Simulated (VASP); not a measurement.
Runs of VASP 6.6.1 on BAs. Symmetry: F-43m, No. 216, cubic system. Conventional cell: a = 4.578 Å, b = 4.578 Å, c = 4.578 Å, α = 90.00°, β = 90.00°, γ = 90.00°. B (site symmetry -43m) is surrounded by 4 As at 1.98 Å. As (site symmetry -43m) is surrounded by 4 B at 1.98 Å. 

```csv
task,level,potentials or basis,cell,k mesh,cutoff (eV),target pressure,grid for exact exchange (PRECFOCK),screening parameter,mesh quality,gap on the mesh (eV),pressure (GPa)
relaxation of cell and atoms,LDA,"VASP PAW LDA potentials, release 64 (B, As)",relaxed to 19.4 GPa,10 × 10 × 10,600,19.4 GPa,-,-,not flagged,(a),19.4
relaxation of cell and atoms,AM05,"VASP PAW PBE potentials, release 64 (B, As)",relaxed,10 × 10 × 10,600,-,-,-,not flagged,1.11,0.0
band structure,HSE06,"VASP PAW PBE potentials, release 64 (B, As)","F-43m, 13.63 Å³/atom",6 × 6 × 6,520,-,Fast,0.2 1/A,not flagged,1.96,-0.6
relaxation of the atoms,PBE+D3(BJ),"VASP PAW PBE potentials, release 64 (B, As)",atoms relaxed from: a relaxed cell with its volume scaled by 1.04,10 × 10 × 10,600,-,-,-,not flagged,(b),-5.0
relaxation of cell and atoms,PBEsol,"VASP PAW PBE potentials, release 64 (B, As)",relaxed to 19.4 GPa,10 × 10 × 10,600,19.4 GPa,-,-,not flagged,0.96,19.3
relaxation of the atoms,PBE,"VASP PAW PBE potentials, release 64 (B_s, As)",atoms relaxed from: a relaxed cell with its volume scaled by 0.94,5 × 5 × 5,300,-,-,-,coarse,1.13,-
relaxation of cell and atoms,r2SCAN,"VASP PAW PBE potentials, release 64 (B, As)",relaxed to 19.4 GPa,10 × 10 × 10,600,19.4 GPa,-,-,not flagged,(c),19.3
relaxation of the atoms,PBE,"VASP PAW PBE potentials, release 64 (B, As)",atoms relaxed from: a relaxed cell with its volume scaled by 0.98,10 × 10 × 10,600,-,-,-,not flagged,1.18,2.8
```

Alike in all rows: no spin polarisation; smearing gaussian 0.03 eV.

Fill in the values left out.

(a) 1.00; (b) 1.21; (c) 1.25.

Caveats: some runs use coarse meshes; the relaxation stopped at its first step, so nothing moved (some runs); the PAW data sets were made with another functional, which shifts forces and pressure a little (some runs); the cell is relaxed towards a set pressure, so the enthalpy falls and the energy may rise (some runs); the cutoff is under 1.25 times the usual one of these potentials, so pressure, stress and relaxed cells hold a basis-set (Pulay) error (some runs); an odd mesh through Γ misses points on the zone boundary, where band edges often lie (some runs).

A k mesh can miss the band edges, and the runs leave out spin-orbit coupling on As.
